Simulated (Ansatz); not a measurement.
Write the native input for Ansatz 0.2.0 that does the following.

| Item | Value |
| --- | --- |
| Task | relaxation of cell and atoms |
| Functional | PBEsol |
| Potentials or basis | Ansatz PAW |
| Cutoff | 420 eV (not typed: the program's choice for these potentials) |
| k mesh | 9 × 9 × 5 |
| Occupations | fermi-dirac, width 0.05 eV |
| Spin | no spin polarisation |

The system is CuO.

```
Cu O
1.0
     1.99097   -2.15355    0.00000
     1.99097    2.15355    0.00000
     0.00000    0.00000    5.15593
Cu O
2 2
Direct
  0.50000 0.00000 0.00000
  0.00000 0.50000 0.50000
  0.50000 0.50000 0.25000
  0.50000 0.50000 0.75000
```

Measurements of this composition are mostly on another form, of space group No. 15.

One way to write it, as run:

input.yaml

```yaml
crystal:
  lattice:
    - [1.990968, -2.15355, 0.0]
    - [1.990968, 2.15355, 0.0]
    - [0.0, 0.0, 5.155928]
  atoms:
    - { symbol: Cu, position: [0.5, 0.0, 0.0] }
    - { symbol: Cu, position: [0.0, 0.5, 0.5] }
    - { symbol: O, position: [0.5, 0.5, 0.25] }
    - { symbol: O, position: [0.5, 0.5, 0.75] }
hamiltonian:
  xc: pbesol
  pseudopotentials: { kind: paw }
kpoints:
  mp_grid: { grid: [9, 9, 5] }
scf:
  occupations: { method: fermi_dirac, width: 0.05 }
output:
  forces: true
  stress: true
  eigenvalues: true
relax:
  f_tol: 0.01
  max_steps: 40
  cell: { stress_tol: 0.05 }
```

Potentials or basis: Ansatz PAW.

The run is started by

```bash
$ ansatz run input.yaml --threads 2 --pin off --max-ram 5632MiB --backend cpu --events-out ev --progress --plain --runs-dir out
```

Results of the run:

The relaxed volume is 10.67 Å³/atom and the relaxed cell is a = 2.896 Å, b = 2.896 Å, c = 5.089 Å, α = 90.00°, β = 90.00°, γ = 90.20°. The space group after relaxing (to 0.05 Å) is P4_2/mmc (No. 131). The energy gained by relaxing is 9.5 meV/atom, the ionic steps are 10 and the pressure after relaxing is 0.0 GPa. The band gap on the k mesh is none (metal or under the smearing width).

Caveat: the plane-wave basis is chosen anew once the cell has moved, so the energies of steps on either side of that aren't comparable; the pressure holds a Pulay correction of +0.7 GPa for the finite cutoff; the run has no spin polarisation, though such a crystal can be magnetic; semilocal functionals often make such compounds metallic where correlation or magnetic order opens a gap, which also shifts bond lengths; the PAW data sets come from PBE, with cores solved anew for the run's functional, which leaves a small shift of forces and pressure.

It took 110 s on 2 threads of Intel(R) Xeon(R) Processor @ 2.50GHz (Skylake/Cascade Lake) (shared host), peak memory 0.41 GiB.
